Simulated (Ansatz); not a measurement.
# How high a cutoff does the level of V_Si in SiC (F-43m) need?

Question: how much does the plane-wave cutoff change the (0/−1) level of V_Si in SiC (F-43m), and what does each choice cost? Model: a cell of 128 host atoms with 1 Si taken out.

Main program and level: Ansatz 0.2.0; plane-wave PAW DFT; relaxations with PBEsol, then single points with PBEsol, on supercells at fixed charge in a uniform background.

## (1) Set-up

The cell holds 127 atoms: 63 Si and 64 C. Its edges and angles: a = 12.323 Å, b = 12.323 Å, c = 12.323 Å, α = 60.0°, β = 60.0°, γ = 60.0°. It derives from SiC (space group F-43m). Nearest the centre at fractional (0.500, 0.500, 0.500): C54 at 1.89 Å, C78 at 1.89 Å, C84 at 1.89 Å, C85 at 1.89 Å, Si77 at 3.08 Å, Si53 at 3.08 Å, Si83 at 3.08 Å, Si55 at 3.08 Å. The cell carries charge −1.

Known beforehand: the electronic dielectric constant, 7.06, and the static one, 10.44, computed on the host (DFPT, PBEsol).

The cell's shortest repeat is 12.3 Å.

## (2) Relaxing both charge states, PBEsol

The study needs fixed structures, so each charge is relaxed once, at one point at (¼, ¼, ¼), from small random displacements that break the symmetry of the site.

Input file qm1_M3.relax/input.yaml:

```yaml
crystal:
  lattice:
    - [0.0, 2.1784555, 2.1784555]
    - [2.1784555, 0.0, 2.1784555]
    - [2.1784555, 2.1784555, 0.0]
  atoms:
    - { symbol: Si, position: [0.0, 0.0, 0.0] }
    - { symbol: C, position: [0.25, 0.25, 0.25] }
  supercell: [4, 4, 4]
  defects: [{ vacancy: 84 }]
total_charge: -1
basis:
  ecutwfc: 420
  xc_grid: 2
hamiltonian:
  xc: pbesol
  pseudopotentials: { kind: paw, azcp: { folder: soft_1 }, xc_functional: pbe }
kpoints:
  mp_grid: { grid: [1, 1, 1], shift: [0.25, 0.25, 0.25] }
magnetization:
  spin_polarized: true
  initial_magnetization: 3
  spin_locking: { lock_magnetization: hard }
scf:
  occupations: { method: fixed }
  max_iter: 60
output:
  forces: true
  charged_corrections:
    epsilon: 7.06
    static_epsilon: 10.44
    defect_position: [0.5, 0.5, 0.5]
relax:
  f_tol: 0.015
  max_steps: 60
  random_displacement: { amplitude: 0.04, seed: 1745 }
checkpoint:
  write: "../qm1_M3.relax.run"
  compress: false
  write_wavefunctions: true
  write_every: 100000
```

On the command line:

```console
ansatz run input.yaml --threads 32 --pin off --max-ram 84787MiB --backend cuda --events-out ev --progress --plain --runs-dir out --max-vram 78GiB
```

Numbers of over 12 decimals in the logs are rounded to 6 here.

Output:

```text
[... repeated set-up lines and file paths are left out, and long positions are rounded to six places ...]
Engine: ansatz 0.2.0, aarch64-unknown-linux-gnu
Pseudopotentials: kind: paw
Pseudopotential: Si, paw, valence charge 4, recommended cutoff 420 eV (normal), soft_1/Si.paw.azcp
Pseudopotential: C, paw, valence charge 4, recommended cutoff 420 eV (normal), soft_1/C.paw.azcp
Functional definition: PBEsol
  exchange = pbesol_x
  correlation = pbesol_c
[...]
Crystal: 127 atoms, lattice volume = 1323.293 Å³
Basis set: ecut = 420 eV, 25893 PW (Γ), exchange–correlation on 180×180×180 points (8 copies of the dense FFT grid, shifted against one another)
Bands: 383, of which v1, the nominal top of the filled ones, is band 255 counted from 1 (254 counted from 0)
Symmetry: 1 space group operations
k-points: 1
Non-local potential: Si, projectors of the file, l = 0: 2, l = 1: 2, l = 2: 1
Non-local potential: C, projectors of the file, l = 0: 2, l = 1: 2, l = 2: 1
PAW form: soft (Blöchl's): semilocal exchange-correlation on the pseudo side does not see the compensation charge
PAW frozen core: Si, regenerated for the run's functional, and the local potential with it (the file was generated under x = pbe(κ = 0.804, μ = 0.219515), c = pbe(β = 0.066725))
PAW frozen core: C, regenerated for the run's functional, and the local potential with it (the file was generated under x = pbe(κ = 0.804, μ = 0.219515), c = pbe(β = 0.066725))
PAW one-centre angular grid: Si, 110 points (default); XC on 64 Gauss nodes
PAW one-centre angular grid: C, 110 points (default); XC on 64 Gauss nodes
Initial density: superposition of atomic densities (chi_scale 0.1, normalization cell)
Starting moments: Σ|m| = 3 μB on 127 of 127 sites
Initial wavefunctions: pseudopotential atomic-orbital guess
[...]
Functional: x = pbesol(κ = 0.804, μ = 0.123457), c = pbesol(β = 0.046)
SCF iter   1: F=—  HF=-55059.886758 eV  |Δ(HF+E_count)|=         —  Δρ=7.30e-2 (↑7.30e-2 ↓7.25e-2)  dr2=3.40e2  dr2_m=8.36e-1  M=3.000 μB ∫|m|=3.060 μB  Hψ=2592
preconditioner: auto → Resta (q_TF=auto, 2.327 Å⁻¹)  ε∞=4.2  [insulator: Δε(μ)=1.418 eV  Ē_g=12.789 eV  n_scr=282 (ndim 8)  ℏωp=23.0 eV  f_vac=0.000  ε∞_Penn≈4.2]
spin=Collinear: Resta preconditioning applied to the charge; magnetization (m = ρ↑ − ρ↓) channel mixes plain (no charge-response kernel on spin).
SCF iter   2: F=—  HF=-54983.590508 eV  |Δ(HF+E_count)|=    7.63e1  Δρ=4.10e-2 (↑4.10e-2 ↓4.09e-2)  dr2=1.04e2  dr2_m=3.90e-1  M=3.000 μB ∫|m|=3.039 μB  Hψ=1296
[...]
SCF iter   9: F=-54951.049850 eV  HF=-54951.049850 eV  |Δ(HF+E_count)|=   6.78e-8  Δρ=3.93e-6 (↑2.72e-6 ↓3.93e-6)  dr2=4.39e-7  dr2_m=5.34e-8  M=3.000 μB ∫|m|=3.196 μB  Hψ=1862
SCF 1 converged in 9 iterations: F = -54951.049850 eV  dr2 = 4.39e-7
[...]
relax step   1: F+E_penalty+E_count = -54951.04984990 eV  Δ(F+E_penalty+E_count) = +0.000e0 eV  max|allowed force component| = 1.922e0 eV/Å  Δτ_max = 0.0000 Å  (9 SCF iters, dr2 threshold 5.63e-6 eV, accepted)
[...]
relax step   2: F+E_penalty+E_count = -54953.43224202 eV  Δ(F+E_penalty+E_count) = -2.382e0 eV  max|allowed force component| = 1.018e0 eV/Å  Δτ_max = 0.1192 Å  (6 SCF iters, dr2 threshold 1.00e-4 eV, accepted)
[...]
relax step   4: F+E_penalty+E_count = -54954.25645393 eV  Δ(F+E_penalty+E_count) = -2.799e-3 eV  max|allowed force component| = 2.721e-2 eV/Å  Δτ_max = 0.0199 Å  (6 SCF iters, dr2 threshold 3.88e-7 eV, accepted)
[...]
relax step   5: F+E_penalty+E_count = -54954.25678246 eV  Δ(F+E_penalty+E_count) = -3.285e-4 eV  max|allowed force component| = 3.440e-3 eV/Å  Δτ_max = 0.0015 Å  (5 SCF iters, accepted)
[...]
NSCF: frozen V_eff on 1 k-points
[...]
SCF converged after 5 iterations
Magnetization: 3.0000 μB (256.0000 up, 253.0000 down)
Absolute magnetization: 3.2012 μB (∫|ρ↑−ρ↓|, with the PAW one-centre terms)
Spin contamination: 0.0138 ħ² per cell (⟨S²⟩ above its minimum at these occupations)
Per-site moments (μB) at R_I (Å): [(2.027298025400314e-5, 0.778029), (-7.429946637493437e-5, 0.778815), (3.558983065721927e-5, 0.778040), [... 6 left out ...]
Free energy (F): -54954.256782 eV
Harris-Foulkes:  -54954.256782 eV  (|F-HF|=1.61e-8)
Internal energy: -54954.256782 eV  (E = F + TS)
E sigma→0 (E₀):  -54954.256782 eV
Fermi energy:    9.881522 (↑ 9.881522, ↓ 9.162438) eV
--- Per-component energies (eV) ---
  E_band       = 1725.575761
  E_kinetic    = 8488.019339
  E_local      = -6311.171774  (includes V_loc(G=0)·N_el)
  E_nonlocal   = 2884.929365
  E_hartree    = 2086.623987
  E_xc         = -6655.782623
  E_vxc        = -6901.962571  (∫ρ·V_xc dr)
  E_paw        = -37514.484866  (= ΣΔE_a)
  E_vpaw       = -607.488688  (= ΣTr[D̂ρ^β])
  E_aug_tail   = 0.003073  (compensation charges beyond the density's cutoff)
  E_ewald      = -17935.732039
  E_core_change = 3.338755  (= ΣΔE_core)
  E_smearing   = -0.000000  (= −TS)
  E_closure    = 0.000000  (closes the sum)
  E_deformation_potential = -17.884343  (in the stress; not in F)
  Σ components = -54954.256782   (vs F -54954.256782, Δ=0.00e0)
--- Forces (eV/Å), atoms counted from 1 ---
  atom   1  Si     0.00012208     0.00022044     0.00042697
  atom   2  C      0.00001532    -0.00014659    -0.00038976
  [... 4 atoms left out ...]
  [... 121 more lines of this table ...]
  max |Σ_I F_I| component: 4.25e-5 eV/Å
--- Charged-cell corrections in eV (Makov–Payne, q = -1.000 e, ε = 10.440) ---
  F (periodic)     = -54954.256782  (uncorrected; the corrections below are reported, never added to it)
  E_corr1          = +0.181430  (monopole, q²α_M/2εL)
  F Makov-Payne    = -54954.075353  (F + E_corr1; no measured alignment; for a localised charge, not one spread in a band: unchecked)
  no potential alignment in this run, which stands beside a crystal: run the host's input off ansatz write-host-input, and read the two finished runs by ansatz place-levels (neither reads a slab, a wire or a sheet, whose cell leaves a vacuum)
--- Band table (eV) ---
  k-point 0 ↑: bands = ["-6.0884", "-5.4855", "-5.1047", "-5.1046", "-5.0768", "-4.8985", "-4.8985", "-4.8328", "-4.7111", "-4.7111", [... rest cut ...]
  k-point 0 ↓: bands = ["-6.0729", "-5.4696", "-5.0900", "-5.0900", "-5.0666", "-4.8813", "-4.8813", "-4.8066", "-4.6898", "-4.6898", [... rest cut ...]
--- Relaxed structure (5 steps of the walk, 5 accepted, 0 SCFs on fresh bases) ---
  F+E_penalty+E_count = -54954.25678246 eV   max|allowed force component| = 3.440e-3 eV/Å
  atoms:
    - { symbol: Si, position: [0.000353, -0.000421, -5.345097805137018e-5] }
    - { symbol: C, position: [0.062915, 0.062141, 0.062508] }
    [... 4 atoms left out ...]
  [... 121 more lines of this table ...]
```

Wall time 6.2 s (1 × NVIDIA GB200 with 32 threads of Arm Neoverse V2, shared host); peak memory 2 GiB; 24 s of CPU time.

Relaxation path:

```
step  energy less that of the first step (eV)  largest force component (eV/Å)
   1                                   0.0000                          1.9219
   2                                  -2.3824                          1.0175
   3                                  -3.2038                          0.0788
   4                                  -3.2066                          0.0272
   5                                  -3.2069                          0.0034
```

The atoms that moved most (Å, from the sites as typed, ahead of the random displacement, the mean shift of all atoms taken out):

```
 atom      dx      dy      dz  length
  C85   0.099   0.099   0.099   0.171
  C84  -0.094  -0.094   0.096   0.163
  C78  -0.094   0.096  -0.094   0.163
  C54   0.095  -0.093  -0.093   0.163
 Si61  -0.012   0.011   0.004   0.017
 Si79   0.005  -0.012   0.011   0.017
 Si55  -0.012   0.004   0.011   0.017
Si108   0.011  -0.012   0.005   0.017
```

Neighbours of the ideal centre at the end:

```
 atom  distance (Å)
  C54         2.046
  C84         2.050
  C78         2.054
  C85         2.058
 Si61         3.060
 Si55         3.062
 Si90         3.063
 Si92         3.063
 Si53         3.065
 Si86         3.066
 Si79         3.067
 Si83         3.067
Si114         3.067
Si116         3.068
Si108         3.070
 Si77         3.070
```

```
charge  moment set (μB)  steps  largest displacement (Å)   time
    −1                3      5                      0.17  6.2 s
     0                2      8                      0.20   10 s
```

The relaxation ends 25 meV an atom lower than the displaced start, with a largest force component of 0.0034 eV/Å.

## (3) First setting: 250 eV

Total energies converge slowly with the cutoff, but a level is a difference between cells with the same atoms, so much of the error should cancel. The host is run again at each cutoff. The single points sample a 2×2×2 shifted mesh.

Input file qm1_M3.e250/input.yaml:

```yaml
crystal:
  checkpoint: "../qm1_M3.relax.run"
  host: checkpoint
total_charge: -1
basis:
  ecutwfc: 250
  xc_grid: 2
hamiltonian:
  xc: pbesol
  pseudopotentials: { kind: paw, azcp: { folder: soft_1 }, xc_functional: pbe }
kpoints:
  mp_grid: { grid: [2, 2, 2], shift: [0.5, 0.5, 0.5] }
magnetization:
  spin_polarized: true
  initial_magnetization: 3
  spin_locking: { lock_magnetization: hard }
scf:
  occupations: { method: fixed }
  max_iter: 60
output:
  forces: true
  charged_corrections:
    epsilon: 7.06
    static_epsilon: 10.44
    defect_position: [0.5, 0.5, 0.5]
  eigenvalues: true
checkpoint:
  write: "../qm1_M3.e250.run"
  compress: false
  write_wavefunctions: false
  write_every: 100000
```

Output:

```text
[...]
Warning: the atoms were moved onto the symmetric positions of the space group found under crystal.symmetry.tolerance 1.0e-5 (fractional; [...]
Warning: at least one further symmetry operation maps every atom of the structure, as the run holds it, onto an atom to within 3.57e-5 (fractional), and is not used: no operation is sought that the atoms, as the run holds them, miss by more than 2.00e-5, [...]
Warning: basis.ecutwfc = 250 eV is below the records' recommended 420 eV, and the density's cutoff is lower with it unless basis.ecutrho_ratio is high enough to keep the records' density cutoff: compare with a run at a higher cutoff
crystal.checkpoint: the structure is that of <dir>, a `relax` run, at its step 5: its result, under pbesol at a charge of -1 e; 127 atoms read, 4 with a starting moment; this run starts in the magnetic order that was found there; [...]
[...]
device memory: the entry about to start is reckoned to put 17.7 GiB on a device that reports 174.4 GiB free (of which the cap on the GPU budget leaves the run 78.0 GiB)
GPU FFT provider: cuFFT
GPU libraries: cuBLAS 13.8.1, cuFFT 12.4.0, cuSOLVER 12.3.2
GPU matrix products: emulated (plane waves: as basis.precision tells), large ones in fixed point in workspaces of 1.00 GiB
Crystal: 127 atoms, lattice volume = 1323.293 Å³
Basis set: ecut = 250 eV, 11935 PW (Γ), exchange–correlation on 128×128×128 points (8 copies of the dense FFT grid, shifted against one another)
Bands: 383, of which v1, the nominal top of the filled ones, is band 255 counted from 1 (254 counted from 0)
Symmetry: 2 space group operations
[...]
k-points: 3 of 8 (time reversal used)
[...]
Starting moments: Σ|m| = 3 μB on 4 of 127 sites
[...]
GPU buffer pool allocated for 262144 grid points (all kernels)
GPU transforms: local potential and band sums: pruned to the plane-wave sphere, on 64×64×64
[...]
SCF iter   1: F=—  HF=-55029.490464 eV  |Δ(HF+E_count)|=         —  Δρ=6.93e-2 (↑6.90e-2 ↓6.93e-2)  dr2=3.07e2  dr2_m=3.21e-1  M=3.000 μB ∫|m|=3.142 μB  Hψ=8376
[...]
SCF iter  10: F=-54930.572608 eV  HF=-54930.572608 eV  |Δ(HF+E_count)|=   4.41e-8  Δρ=1.08e-6 (↑9.86e-7 ↓1.08e-6)  dr2=8.51e-8  dr2_m=1.76e-9  M=3.000 μB ∫|m|=3.169 μB  Hψ=18131
SCF 1 converged in 10 iterations: F = -54930.572608 eV  dr2 = 8.51e-8
[...]
SCF converged after 10 iterations
Stability checked in part: among states of this total moment the steps that led to this state did not find it unstable. No probe was made; neither looks for a lower state of another moment (fixed_total_moment; see scf.lower_state_search)
Magnetization: 3.0000 μB (256.0000 up, 253.0000 down)
Absolute magnetization: 3.1754 μB (∫|ρ↑−ρ↓|, with the PAW one-centre terms)
[...]
Per-site moments (μB) at R_I (Å): [(1.086239373479958e-5, 0.778029), (4.70272850347951e-5, 0.778815), (2.084349454792304e-5, 0.778041), [... 6 left out ...]
Free energy (F): -54930.572608 eV
[...]
Internal energy: -54930.572608 eV  (E = F + TS)
E sigma→0 (E₀):  -54930.572608 eV
Fermi energy:    9.892130 (↑ 9.892130, ↓ 9.260609) eV
[...]
--- Forces (eV/Å), atoms counted from 1 ---
  atom   1  Si     0.01733898     0.01757347     0.01757347
  atom   2  C     -0.01566521    -0.01597858    -0.01597858
  [... 4 atoms left out ...]
  [... 121 more lines of this table ...]
  max |Σ_I F_I| component: 6.76e-5 eV/Å
--- Charged-cell corrections in eV (Makov–Payne, q = -1.000 e, ε = 7.060 of the electrons, 10.440 with the ions) ---
[...]
E_corr1          = +0.268290  (monopole, q²α_M/2εL)
  F Makov-Payne    = n/a  (the rows are of the electrons' constant alone; ansatz place-levels tells what screens the charge)
[...]
--- Band table (eV; the first three rows and the last of 6) ---
[...]
```

Elapsed: 2.2 s, on 1 × NVIDIA GB200 with 32 threads; peak memory 1.2 GiB; 8.2 s of CPU time.

The column dr2 measures how far the density is from self-consistency, as an energy; F and HF (Harris–Foulkes) agree once it is small.

Both charges and the host at this setting go to place-levels, which corrects for the image charge and aligns the potentials.

Input file levels.e250.yaml:

```yaml
host:
  run: host.e250.run
states: [qm1_M3.e250.run, q0_M2.e250.run]
geometry_from:
  qm1_M3.e250.run: qm1_M3.relax.run
  q0_M2.e250.run: q0_M2.relax.run
  host.e250.run: host.relax.run
```

On the command line:

```console
ansatz place-levels levels.e250.yaml -- --threads 32 --pin off --max-ram 84787MiB
```

Output:

```text
(0/-1) 0.664 eV above the valence edge, 0.497 eV under the conduction edge
  edges by pbesol, gap 1.162 eV; the host is sampled to repeats of 24.65 Å
  the defect's cells are sampled to repeats of 24.65 Å, like sampling
  charge 0: +0.000 eV for its dipole among its images, +0.000 omitted
  charge -1: -54930.2244 eV with its correction of +0.348 eV, at epsilon 10.44, aligned at sites: -0.1668 eV, mean over 41 atomic sites at or beyond 6.16 Å from the defect at [0.5000, 0.5000, 0.5000], with +0.000000 for the charge's moments and without [...]
  of states[1] (q0_M2.e250.run): it set out from the moments of a save, which an earlier run chose (saved_moments_taken)
  of states[0] (qm1_M3.e250.run): how wide its charge is, is not read beside other atoms or cores, and a band state would take no correction. [...]
```

Run time: 0.2 s. Hardware: 32 threads.

At this setting the gap is 1.162 eV and (0/−1) lies 0.664 eV above the valence top.

## (4) The other settings

In the defect's inputs only the studied keys change. The next input; the others follow the same pattern (350 eV, 420 eV, 500 eV, 600 eV and 750 eV):

qm1_M3.e300/input.yaml, as its differences from qm1_M3.e250/input.yaml of step 3:

```diff
@@ -5,3 +5,3 @@
 basis:
-  ecutwfc: 250
+  ecutwfc: 300
   xc_grid: 2
@@ -27,3 +27,3 @@
 checkpoint:
-  write: "../qm1_M3.e250.run"
+  write: "../qm1_M3.e300.run"
   compress: false
```

## (5) Result against cost

Times of the states on 1 × NVIDIA GB200 with 32 threads of Arm Neoverse V2, shared host; the host is run again at each setting:

```
plane-wave cutoff  gap (eV)  (0/−1) above the valence top (eV)  under the conduction bottom (eV)  level less that at 750 eV (meV)  time, both charge states  time, host and placing  peak memory of a state (GiB)
           250 eV     1.162                              0.664                             0.497                              -31                     4.6 s                   2.1 s                           1.2
           300 eV     1.236                              0.701                             0.536                                6                     6.1 s                   2.7 s                           1.4
           350 eV     1.243                              0.698                             0.544                                4                     7.3 s                   2.4 s                           1.4
           420 eV     1.240                              0.695                             0.545                                0                     7.3 s                   3.9 s                           1.5
           500 eV     1.240                              0.695                             0.545                                0                     8.5 s                   4.6 s                           1.4
           600 eV     1.240                              0.695                             0.546                                0                     9.8 s                   2.5 s                           1.6
           750 eV     1.240                              0.695                             0.546                                0                      12 s                   2.2 s                           2.0
```

## (6) Summary of results

```
(0/minus 1) level, 250 eV : 0.66 eV
(0/minus 1) level, 300 eV : 0.70 eV
(0/minus 1) level, 350 eV : 0.70 eV
(0/minus 1) level, 420 eV : 0.69 eV
(0/minus 1) level, 500 eV : 0.69 eV
(0/minus 1) level, 600 eV : 0.69 eV
(0/minus 1) level, 750 eV : 0.69 eV
```

**Reading.** Over the settings in the table the level spans 0.036 eV; from 300 eV on, both the level and its depth under the conduction bottom lie within 0.02 eV of the reference (750 eV, 0.69 eV). The gap is off most at 250 eV, which moves it by 0.08 eV, and the level's depth under the conduction bottom by 0.05 eV. The largest miss of the level above the valence top is 31 meV, with 250 eV. The total energy of the charged cell falls by 27.6 eV over the same range, so nearly all of the basis error cancels in the level. A reference run passed through metallic iterates and ends with a narrow gap at the filling edge, so the reference itself is in doubt. Cell and atoms were held and forces were not judged; the files' recommended cutoff is 420 eV. Only the charges −1 and 0 were run, each from one start, so (0/−1) need not be a change between stable states. The host ran in cells of different size at different settings, so its times don't compare. With nearly degenerate levels at the filling edge in most or all rows, agreement between settings doesn't show that the state itself is settled. At 250 eV, 300 eV, 350 eV, 420 eV, 500 eV, 600 eV and 750 eV a state has next to no gap at its filling edge, or overlapping levels, which makes the level less certain. The total moments were set in the input, and no other spin state was tried. Keep in mind: PBEsol makes the gap too small and tends to spread out bound carriers; force components of up to 0.17 eV/Å remain in a run at the final settings.

[Logs are printed without paths, hosts, clocks, repeated set-up lines and the standing remarks that a program may print on its own settings, such as how far it seeks lower states.]

[Hosts, paths, dates, database ids (printed as entryN), source tags and the programs' standing remarks are cut or masked in the printed files.]

[Where a table of states has a column of steps, it counts the stored structures, which are thinned; the runs took as many ionic steps or more.]

[For some hosts the program warned that the k-mesh of the response run may be too coarse for force constants and the static dielectric constant; such warnings are not shown here.]
